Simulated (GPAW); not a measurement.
# Co (P6_3/mmc) in GPAW: a series of runs

One crystal, Co, is run at these levels: PBE; tasks: single point.

All numbers are computed with GPAW 26.7.0; they aren't measurements. Logs are shortened: lines on timing, memory, paths and dates and some standing lists are left out, and cuts for length are marked. The log counts tension as positive stress, the text compression.

## Step 1: Starting point

The structure is hexagonal, space group P6_3/mmc (No. 194). Conventional cell: a = 2.472 Å, b = 2.472 Å, c = 4.021 Å, α = 90.00°, β = 90.00°, γ = 120.00°. Around Co (site symmetry -6m2) lie 12 Co at 2.47 Å.

## Step 2: Single point, PBE, collinear spin, ferromagnetic start

run.py reads:

```python
from ase import Atoms
from ase.dft.bandgap import bandgap
from ase.io import write
from ase.units import GPa
from gpaw import GPAW, PW

atoms = Atoms(['Co', 'Co'],
              cell=[[2.4719999032, 0.0, 0.0],
                    [-1.2359999516, 2.1408147143, 0.0],
                    [0.0, 0.0, 4.02114408]],
              scaled_positions=[[0.6666666667, 0.3333333333, 0.75],
                                [0.3333333333, 0.6666666667, 0.25]],
              pbc=True)
atoms.set_initial_magnetic_moments([2.0, 2.0])

calc = GPAW(mode=PW(600),
            xc='PBE',
            kpts={'size': (12, 12, 7), 'gamma': True},
            occupations={'name': 'methfessel-paxton', 'order': 0, 'width': 0.024},
            nbands=21,
            convergence={'density': 1e-05, 'energy': 1e-05},
            maxiter=150,
            txt='gpaw.txt')
atoms.calc = calc
energy = atoms.get_potential_energy()
forces = atoms.get_forces()
stress = atoms.get_stress()
calc.write('gs.gpw')
write('result.traj', atoms)
print(f'Energy: {energy:.6f} eV')
print('Forces (eV/A):')
print(forces.round(4))
print('Stress (GPa):', (stress / GPa).round(3))
print('Moments:', calc.get_magnetic_moments().round(3))
print('Fermi level:', round(calc.get_fermi_level(), 4), 'eV')
print(f'Gap: {bandgap(calc)[0]:.4f} eV, direct: {bandgap(calc, direct=True)[0]:.4f} eV')
```

Potentials or basis: GPAW PAW data sets (gpaw-data 1.2.1), pw.

Run with:

```
> OMP_NUM_THREADS=1 python run.py
```

gpaw.txt:

```text
__  _  _
 | _ |_)|_||  |
 |__||  | ||/\| - 26.7.0

Input parameters:
  mode=PW(ecut=600.0),
  convergence={'density': 1e-05, 'energy': 1e-05},
  kpts=MonkhorstPack(size=(12, 12, 7), gamma=True),
  maxiter=150,
  nbands=21,
  occupations=Occupations(name='methfessel-paxton', order=0, width=0.024),
  xc=XC(name='PBE')

Diagonalizing LCAO Hamiltonian
Converting LCAO to pw mode

          Co

        Co

Atoms  # Å, Bohr magnetons
|   | symbol |         x |        y |        z |    initial magnetic moments |
|---|--------|-----------|----------|----------|-----------------------------|
| 0 |     Co |  1.236000 | 0.713605 | 3.015858 | ( 0.0000,  0.0000,  2.0000) |
| 1 |     Co | -0.000000 | 1.427210 | 1.005286 | ( 0.0000,  0.0000,  2.0000) |

Unit cell  # Å
| periodic |         x |        y |        z |  lengths |     angles |
|----------|-----------|----------|----------|----------|------------|
|      yes |  2.472000 | 0.000000 | 0.000000 | 2.472000 |  90.000000 |
|      yes | -1.236000 | 2.140815 | 0.000000 | 2.472000 |  90.000000 |
|      yes |  0.000000 | 0.000000 | 4.021144 | 4.021144 | 120.000000 |

Number of symmetries: 12
Symmetry operations  # r_c * U_cc + t_c -> r_c
|    | kind |            matrix            |
|----|------|------------------------------|
|  0 |  σ   |  1, 1, 0,  0,-1, 0,  0, 0, 1 |
|  1 |  S6  |  1, 1, 0, -1, 0, 0,  0, 0,-1 |
|  2 |  E   |  1, 0, 0,  0, 1, 0,  0, 0, 1 |
|  3 |  C2  |  1, 0, 0, -1,-1, 0,  0, 0,-1 |
|  4 |  C2  |  0, 1, 0,  1, 0, 0,  0, 0,-1 |
|  5 |  C3  |  0, 1, 0, -1,-1, 0,  0, 0, 1 |
|  6 |  S6  |  0,-1, 0,  1, 1, 0,  0, 0,-1 |
|  7 |  σ   |  0,-1, 0, -1, 0, 0,  0, 0, 1 |
|  8 |  σ   | -1, 0, 0,  1, 1, 0,  0, 0, 1 |
|  9 |  i   | -1, 0, 0,  0,-1, 0,  0, 0,-1 |
| 10 |  C3  | -1,-1, 0,  1, 0, 0,  0, 0, 1 |
| 11 |  C2  | -1,-1, 0,  0, 1, 0,  0, 0,-1 |

BZ-sampling:
  Number of BZ points: 1008
  Number of IBZ points: 112

  Monkhorst-Pack size: [12, 12, 7]
  Monkhorst-Pack shift: [0.041666666666666664, 0.041666666666666664, 0.0]

K-points  # in reciprocal-cell coordinates
|     |                                coordinates |     weight |
|-----|--------------------------------------------|------------|
|   0 | ( -0.00000000,  -0.00000000,   0.00000000) | 0.00099206 |
|   1 | ( -0.00000000,  -0.00000000,   0.14285714) | 0.00198413 |
|   2 | ( -0.00000000,  -0.00000000,   0.28571429) | 0.00198413 |
|   3 | ( -0.00000000,  -0.00000000,   0.42857143) | 0.00198413 |
|   4 | (  0.08333333,  -0.00000000,  -0.42857143) | 0.00595238 |
|   5 | (  0.08333333,  -0.00000000,  -0.28571429) | 0.00595238 |
|   6 | (  0.08333333,  -0.00000000,  -0.14285714) | 0.00595238 |
|   7 | (  0.08333333,  -0.00000000,   0.00000000) | 0.00595238 |
|   8 | (  0.08333333,  -0.00000000,   0.14285714) | 0.00595238 |
|   9 | (  0.08333333,  -0.00000000,   0.28571429) | 0.00595238 |
| ... |                                            |            |
| 111 | (  0.50000000,   0.50000000,   0.42857143) | 0.00595238 |

Plane wave coefficients: 744
Cutoff: 600.0 eV

Spin-components: 2 (collinear spins)
Bands:           21
Projectors:      12
Spin-degeneracy: 1
Datatype:        complex128

Parallelization:
  kpt:    1
  domain: 1
  band:   1

Density:
  Valence electrons: 18.0
  Components: 2
  Grid points: [14 14 24]
  Charge: 0.0  # |e|

Potential:
  Grid points: [14 14 24]

species:
  Co:
    name:    Cobalt
    Z:       27.0
    valence: 9
    core:    18
    charge:  0.0  # [|e|]
    compensation charges:
      type: gauss
      rc: 0.32  # [Å]
      lmax: 2
    cutoffs:
      filter: 1.87  # [Å]
      core: 2.55  # [Å]
    projectors
    | kind |    occ | energy [eV] | rcut [Å] |
    |------|--------|-------------|----------|
    |   4s |  2.000 |      -5.469 |    1.005 |
    |   4p |  0.000 |      -1.277 |    1.058 |
    |   3d |  7.000 |      -8.205 |    1.005 |
    |    s |        |      21.742 |    1.005 |
    |    p |        |      25.934 |    1.058 |
    |    d |        |      19.007 |    1.005 |

    Using partial waves for Co as LCAO basis

Reference energy: -75805.419811  # eV

eigensolver:
  PPCG
  Converge bands: occupied
  niter=2

density mixing:
  MSR1-Mixer
  Pratt-step length: 0.05
  Maximum mixing coefficient: 0.75
  Old densities: 10
  SVD Regularization: 0.005
  Good broyden scale: 1.0
  Trust region scale: 1.0
  Backstep threshold: 4.0
  History deletion threshold: 6.0
  Fourier metric: weight=20.0, sigma=0.015

occupation numbers:
  Methfessel-Paxton:
    width: 0.0240  # eV
    order: 0

poisson solver:
  ecut: 4800.0  # eV

xc functional:
  name: PBE with 2 nearest neighbor stencil

convergence criteria:
- Maximum integral of absolute [dens]ity change: 1e-05 electrons / valence electron
- Maximum [total energy] change in last 3 cyles: 1e-05 eV / valence electron
- Maximum integral of absolute [eigenst]ate change: 4e-08 eV^2 / valence electron
maximum number of iterations: 150

SCF iterations
|iter     | |      energy | eigst |  dens |  magmom |
|---------|-|-------------|-------|-------|---------|
|iter:   1| |  -16.457905 | +0.28 |       |  +4.0063|
|iter:   2| |  -16.450136 | -2.14 | -1.19 |  +3.9731|
|iter:   3| |  -16.479190 | -2.73 | -1.23 |  +3.7141|
|iter:   4| |  -16.511413 | -3.66 | -1.48 |  +3.5417|
|iter:   5| |  -16.536901 | -3.42 | -1.67 |  +3.2772|
|iter:   6| |  -16.538321 | -4.62 | -2.31 |  +3.2198|
|iter:   7| |  -16.538533 | -5.08 | -2.72 |  +3.2023|
|iter:   8| |  -16.538543 | -6.31 | -3.25 |  +3.2075|
|iter:   9| |  -16.538550c| -7.26 | -3.51 |  +3.2123|
|iter:  10| |  -16.538551c| -8.11c| -4.22 |  +3.2127|
|iter:  11| |  -16.538551c| -7.99c| -4.75 |  +3.2127|
|iter:  12| |  -16.538551c| -8.89c| -5.30c|  +3.2127|

Converged in 12 steps
Energy contributions relative to reference atoms: (reference = -75805.419811)

Energy contributions:
  Kinetic:          21.382278
  Coulomb:         -17.488103
  Zero:             -0.087889
  External:          0.000000
  Xc:              -20.344501
  Entropy:          -0.000670
  Spinorbit:         0.000000
  ----------------------------
  Free energy:     -16.538886
  Extrapolated:    -16.538551

dipole moment: (-0.000001, -0.000002, -0.000003)  # |e|*Ang

Total magnetic moment: (0.000000, 0.000000, 3.212737)

Local magnetic moments
|        x |        y |        z |
|----------|----------|----------|
| 0.000000 | 0.000000 | 1.679332 |  # Co   0
| 0.000000 | 0.000000 | 1.679332 |  # Co   1

Fermi level: 10.930
Eigenvalues  # (at kpt = [-0.000, -0.000, 0.000])
| band index |      eig [eV] | occ [0-1] |      eig [eV] | occ [0-1] |
|------------|---------------|-----------|---------------|-----------|
|          0 |         1.772 |     1.000 |         1.762 |     1.000 |
|        ... |               |           |               |           |
|          3 |         8.311 |     1.000 |         9.956 |     1.000 |
|          4 |         8.311 |     1.000 |         9.956 |     1.000 |
|          5 |         8.631 |     1.000 |        10.331 |     1.000 |
|          6 |         8.631 |     1.000 |        10.331 |     1.000 |
|          7 |         9.021 |     1.000 |        10.572 |     1.000 |
|          8 |         9.021 |     1.000 |        10.791 |     1.000 |
[... 8 lines left out ...]
|         17 |        36.638 |     0.000 |        36.354 |     0.000 |
|         18 |        37.021 |     0.000 |        37.357 |     0.000 |
|        ... |               |           |               |           |
|         20 |        40.779 |     0.000 |        41.774 |     0.000 |

No gap
No difference between direct/indirect transitions

Forces  # eV/Ang
|        x |        y |        z |
|----------|----------|----------|
| -0.00000 | -0.00000 |  0.00001 |  # Co   0
|  0.00000 |  0.00000 | -0.00001 |  # Co   1

Stress tensor  # eV/Ang^3
|         x |         y |         z |
|-----------|-----------|-----------|
| -0.036815 |  0.000000 |  0.000000 |
|  0.000000 | -0.036815 |  0.000000 |
|  0.000000 |  0.000000 | -0.015776 |

# Writing to gs.gpw (mode='')
```

Run time: 26 s. Hardware: 1 thread of AMD EPYC 9R45 (Zen 5), shared host; peak memory 0.2 GiB.

Results:

```yaml
Free_energy: -16.5389 eV
Pressure: 4.8 GPa
Band_gap_on_the_k_mesh: none (metal or under the smearing width)
Net_moment: 3.21 μB per cell
Site_moments: Co +1.68 μB
```

## Step 3: Single point, PBE, collinear spin, ferromagnetic start

run.py reads:

```python
from ase.dft.bandgap import bandgap
from ase.io import read, write
from ase.units import GPa
from gpaw import GPAW, PW

atoms = read('POSCAR')
atoms.set_initial_magnetic_moments([2.0, 2.0])

calc = GPAW(mode=PW(600),
            xc='PBE',
            kpts={'size': (12, 12, 7), 'gamma': True},
            occupations={'name': 'methfessel-paxton', 'order': 0, 'width': 0.025},
            nbands=21,
            convergence={'density': 1e-05, 'energy': 1e-05},
            maxiter=150,
            txt='gpaw.txt')
atoms.calc = calc
energy = atoms.get_potential_energy()
forces = atoms.get_forces()
stress = atoms.get_stress()
calc.write('gs.gpw')
write('result.traj', atoms)
print(f'Energy: {energy:.6f} eV')
print('Forces (eV/A):')
print(forces.round(4))
print('Stress (GPa):', (stress / GPa).round(3))
print('Moments:', calc.get_magnetic_moments().round(3))
print('Fermi level:', round(calc.get_fermi_level(), 4), 'eV')
print(f'Gap: {bandgap(calc)[0]:.4f} eV, direct: {bandgap(calc, direct=True)[0]:.4f} eV')
```

POSCAR reads:

```
Co
1.0
    2.4719999032      0.0000000000      0.0000000000
   -1.2359999516      2.1408147143      0.0000000000
    0.0000000000      0.0000000000      4.0211440800
Co
2
Direct
    0.6666666667      0.3333333333      0.7500000000
    0.3333333333      0.6666666667      0.2500000000
```

Potentials or basis: GPAW PAW data sets (gpaw-data 1.2.1), pw.

Run with:

```
> OMP_NUM_THREADS=1 python run.py
```

Wall time 24 s (1 thread of AMD EPYC 9R45 (Zen 5), shared host); peak memory 0.2 GiB.

The run converged. Its results:

| Item | Value |
| --- | --- |
| Free energy | -16.5389 eV |
| Pressure | 4.8 GPa |
| Band gap on the k mesh | none (metal or under the smearing width) |
| Net moment | 3.21 μB per cell |
| Site moments | Co +1.68 μB |

Stress tensor (GPa, compression positive):
```
5.89 0.00 0.00
0.00 5.89 0.00
0.00 0.00 2.53
```

Levels at points of the mesh, in eV from the Fermi level:
Spin up:
| k point | band 9 | band 10 | band 11 | band 12 | band 13 | band 14 |
| --- | --- | --- | --- | --- | --- | --- |
| (0.00, 0.00, 0.00) | -1.91 | -0.78 | -0.78 | -0.28 | 6.41 | 22.35 |
| (0.50, 0.50, 0.00) | -0.56 | -0.48 | 1.34 | 3.40 | 9.74 | 10.41 |
Spin down:
```tsv
k point	band 3	band 4	band 5	band 6	band 7	band 8	band 9	band 10	band 11	band 12
(0.00, 0.00, 0.00)	-1.04	-0.97	-0.97	-0.60	-0.60	-0.36	-0.14	-0.14	1.11	1.11
(0.50, 0.50, 0.00)	-3.37	-1.96	-1.12	-1.10	-0.65	1.27	1.37	1.44	2.62	4.40
```
